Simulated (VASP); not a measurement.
# CoO (I4/mmm) in VASP: notebook, part 2 of 2

VASP 6.6.1. The steps go on from the part before.

## (3) Relaxation of the atoms, PBE+U, collinear spin, antiferromagnetic start (atoms moved at random, drawn with an rms of 0.02 Å)

File run.py:

```python
from ase.calculators.vasp import Vasp
from ase.io import read
from ase.optimize import FIRE

atoms = read('POSCAR')
atoms.set_initial_magnetic_moments([2.0, -2.0, 0.0, 0.0])
calc = Vasp(
    directory='calc',
    xc='pbe',
    pp='PBE',
    setups={'base': 'minimal', 'O': '_s'},
    prec='Accurate',
    encut=400,
    ediff=1e-06,
    ismear=0,
    sigma=0.1,
    lreal=False,
    lasph=True,
    nelm=150,
    algo='Normal',
    isif=2,
    lwave=True,
    lcharg=False,
    ispin=2,
    lorbit=11,
    lmaxmix=4,
    ldautype=2,
    ldauprint=1,
    ldau_luj={'Co': {'L': 2, 'U': 8, 'J': 0}},
    kpts=[9, 6, 12],
    gamma=True,
)
atoms.calc = calc
opt = FIRE(atoms, trajectory='relax.traj')
converged = opt.run(fmax=0.005, steps=40)
print('converged:', converged)

print('energy (eV):', atoms.get_potential_energy())
print('free energy (eV):', atoms.get_potential_energy(force_consistent=True))
print('forces (eV/A):')
print(atoms.get_forces())
print('stress (eV/A^3, Voigt):', atoms.get_stress())
print('Fermi level (eV):', calc.get_fermi_level())
print('moment (muB):', atoms.get_magnetic_moment())
print('site moments (muB):', atoms.get_magnetic_moments())
print('cell (A, degrees):', atoms.cell.cellpar())
print('volume (A^3):', atoms.get_volume())
print('scaled positions:')
print(atoms.get_scaled_positions())
```

File POSCAR:

```
CoO
1.0
    0.0000000000      0.0000000000      4.2144950754
    3.0160000000     -3.0160000000      0.0000000000
    1.5080000000      1.5080000000     -2.1072475377
Co O
2 2
Direct
    0.9994285000      0.9961725000      0.9992580000
    0.4994285000      0.4961725000      0.9992580000
    0.4990050000      0.0022170000      0.0002450000
    0.9990050000      0.5022170000      0.0002450000
```

Potentials or basis: VASP PAW PBE potentials, release 64 (Co, O_s).

Launch:

```sh
python run.py
```

Log:

```text
Step     Time          Energy          fmax
FIRE:    0 --:--:--      -22.315215        0.177917
FIRE:    1 --:--:--      -22.316406        0.153701
FIRE:    2 --:--:--      -22.318166        0.108270
FIRE:    3 --:--:--      -22.319504        0.048429
FIRE:    4 --:--:--      -22.319802        0.017765
FIRE:    5 --:--:--      -22.319805        0.017351
FIRE:    6 --:--:--      -22.319812        0.016016
FIRE:    7 --:--:--      -22.319820        0.014256
FIRE:    8 --:--:--      -22.319829        0.011882
FIRE:    9 --:--:--      -22.319838        0.009229
FIRE:   10 --:--:--      -22.319846        0.006291
FIRE:   11 --:--:--      -22.319852        0.003135
converged: True
energy (eV): -22.3198521
free energy (eV): -22.3198521
forces (eV/A):
[[-0.00169536  0.00263008 -0.00019565]
 [-0.00169536  0.00263008 -0.00019565]
 [ 0.00169536 -0.00263008  0.00019565]
 [ 0.00169536 -0.00263008  0.00019565]]
stress (eV/A^3, Voigt): [-2.46412713e-02 -2.41783409e-02 -3.43092541e-03 -6.82796132e-06
 -6.49709892e-06  3.47169323e-02]
Fermi level (eV): 7.60510338
moment (muB): 0.0
site moments (muB): [ 2.897 -2.897  0.058 -0.058]
cell (A, degrees): [  4.21449508   4.2652681    2.99810276  90.         134.6569426
  90.        ]
volume (A^3): 38.3361261165777
scaled positions:
[[0.9992006  0.99926071 0.99970788]
 [0.4992006  0.49926071 0.99970788]
 [0.4992329  0.99912879 0.99979512]
 [0.9992329  0.49912879 0.99979512]]
```

OUTCAR:

```text
ENCUT = 400.000000
   EDIFF = 1.00e-06
   GGA = PE
   PREC = Accurate
   ISIF = 2
   ISMEAR = 0
   ISPIN = 2
   LORBIT = 11
   NELM = 150
   LASPH = .TRUE.
   LREAL = .FALSE.

 ion  position               nearest neighbor table
   1  0.999  0.999  1.000-   3 2.11   3 2.11   4 2.13   3 2.13   3 2.13   4 2.13   2 3.00   2 3.00
                             2 3.00   2 3.00   2 3.02   2 3.02   2 3.02   2 3.02
[... 1424 lines left out ...]
      4.52106     -1.50568     -0.00280         0.001695     -0.002630      0.000196
      3.01306      0.00232      2.10445         0.001695     -0.002630      0.000196
 -----------------------------------------------------------------------------------
    total drift:                               -0.003553      0.004163     -0.000188

  FREE ENERGIE OF THE ION-ELECTRON SYSTEM (eV)
  ---------------------------------------------------
  free  energy   TOTEN  =       -22.3198521038 eV

  energy  without entropy=      -22.3198521038  energy(sigma->0) =      -22.31985210

 total charge

# of ion       s       p       d       tot
------------------------------------------
    1        0.310   0.381   7.171   7.863
    2        0.310   0.381   7.171   7.863
    3        1.772   4.209   0.000   5.981
    4        1.772   4.209   0.000   5.981
--------------------------------------------------
tot          4.165   9.180  14.343  27.688

 magnetization (x)

# of ion       s       p       d       tot
------------------------------------------
    1        0.023   0.021   2.853   2.897
    2       -0.023  -0.021  -2.853  -2.897
    3        0.005   0.053   0.000   0.058
    4       -0.005  -0.053   0.000  -0.058
--------------------------------------------------
tot          0.000   0.000   0.000   0.000
```

INCAR:

```text
ENCUT = 400.000000
SIGMA = 0.100000
EDIFF = 1.00e-06
ALGO = Normal
GGA = PE
PREC = Accurate
ISIF = 2
ISMEAR = 0
ISPIN = 2
LDAUPRINT = 1
LDAUTYPE = 2
LMAXMIX = 4
LORBIT = 11
NELM = 150
LASPH = .TRUE.
LCHARG = .FALSE.
LWAVE = .TRUE.
LREAL = .FALSE.
LDAU = .TRUE.
LDAUL = 2 -1
LDAUU = 8.000 0.000
LDAUJ = 0.000 0.000
MAGMOM = 1*2.0000 1*-2.0000 2*0.0000
```

It took 20 min on 1 thread of Intel Xeon Platinum 8488C (Sapphire Rapids), shared host; peak memory 0.34 GiB.

What came out:

* Free energy: -22.3199 eV
* Energy gained by relaxing: 1.2 meV/atom
* Ionic steps: 12
* Pressure after relaxing: 2.8 GPa
* Largest force after relaxing: 0.003 eV/Å
* Band gap on the k mesh: 2.58 eV
* Net moment: 0.00 μB per cell
* Site moments: Co +2.90, -2.90; O +0.06, -0.06 μB
* Valence electrons inside the program's atomic spheres: Co 7.86; O 5.98

Forces in eV/Å, atoms in the order of the input:
```
Co  -0.002  0.003  0.000
Co  -0.002  0.003  0.000
O    0.002 -0.003  0.000
O    0.002 -0.003  0.000
```

Step by step:
```tsv
step	energy change (eV)	largest force (eV/Å)	pressure (GPa)
1	0.0000	0.1779	2.86
2	-0.0012	0.1537	2.84
3	-0.0030	0.1083	2.82
4	-0.0043	0.0484	2.80
5	-0.0046	0.0178	2.79
6	-0.0046	0.0174	2.79
7	-0.0046	0.0160	2.79
8	-0.0046	0.0143	2.79
9	-0.0046	0.0119	2.79
10	-0.0046	0.0092	2.79
11	-0.0046	0.0063	2.79
12	-0.0046	0.0031	2.79
```

Final structure:
```
CELL_PARAMETERS angstrom
0.00000 0.00000 4.21450
3.01600 -3.01600 0.00000
1.50800 1.50800 -2.10725
ATOMIC_POSITIONS crystal
Co 0.99920 0.99926 0.99971
Co 0.49920 0.49926 0.99971
O 0.49923 0.99913 0.99980
O 0.99923 0.49913 0.99980
```

Eigenvalues of the final occupation matrices:
| site | spin | trace | eigenvalues |
| --- | --- | --- | --- |
| site 1 d | 1 | 5.03 | 0.98 0.98 0.98 1.04 1.04 |
| site 1 d | 2 | 2.17 | 0.02 0.08 0.11 0.98 0.98 |
| site 2 d | 1 | 2.17 | 0.02 0.08 0.11 0.98 0.98 |
| site 2 d | 2 | 5.03 | 0.98 0.98 0.98 1.04 1.04 |

Caveat: an odd mesh through Γ misses points on the zone boundary, where band edges often lie.

## (4) For comparison

An earlier run on the cell as given: functional PBE; potentials or basis VASP PAW PBE potentials, release 64 (Co, O); cutoff 520 eV; k mesh 12 × 12 × 12; occupations fermi-dirac, width 0.05 eV; collinear spin, ferromagnetic start; starting moments [2.0, 0.0] μB.

* Pressure: -0.5 GPa
* Band gap on the k mesh: none (metal or under the smearing width)
* Net moment: 2.88 μB per cell
* Site moments: Co +2.54; O +0.29 μB
* Valence electrons inside the program's atomic spheres: Co 7.81; O 4.98

## (5) Summary

```tsv
task	level	potentials or basis	spin	U	cell	k mesh	cutoff (eV)	smearing	supercell matrix	optimiser	gap on the mesh (eV)	pressure (GPa)	moment (μB)
single point	PBEsol+D3(BJ)+U	VASP PAW PBE potentials, release 64 (Co, O)	collinear, ferrimagnetic start	Co d U = 8 eV	as given	11 × 11 × 11	500	gaussian 0.05 eV	[1, 0, 0, 0, 1, 0, 0, 0, 2]	-	2.18	36.5	0.00
relaxation of the atoms	PBE+U	VASP PAW PBE potentials, release 64 (Co, O_s)	collinear, antiferromagnetic start	Co d U = 8 eV	atoms relaxed from: atoms moved at random, drawn with an rms of 0.02 Å	9 × 6 × 12	400	gaussian 0.1 eV	[1, 1, 0, -1, 1, 0, 0, 0, 1]	FIRE	2.58	2.8	0.00
single point	PBE	VASP PAW PBE potentials, release 64 (Co, O)	collinear, ferromagnetic start	-	as given	12 × 12 × 12	520	fermi-dirac 0.05 eV	-	-	none	-0.5	2.88
```

Caveats: an odd mesh through Γ misses points on the zone boundary, where band edges often lie (some runs); a pressure of tens of GPa on the cell as given is suspect, and the run, the potentials or the cell itself is likely at fault (some runs); the PAW data sets were made with another functional, which shifts forces and pressure a little (some runs); a cell with one magnetic atom can't hold antiferromagnetic order, which such compounds often take (some runs); semilocal functionals often make such compounds metallic where correlation or magnetic order opens a gap, which also shifts bond lengths (some runs).

Total energies depend on the potentials used, so only differences within one code and one set of settings carry meaning.
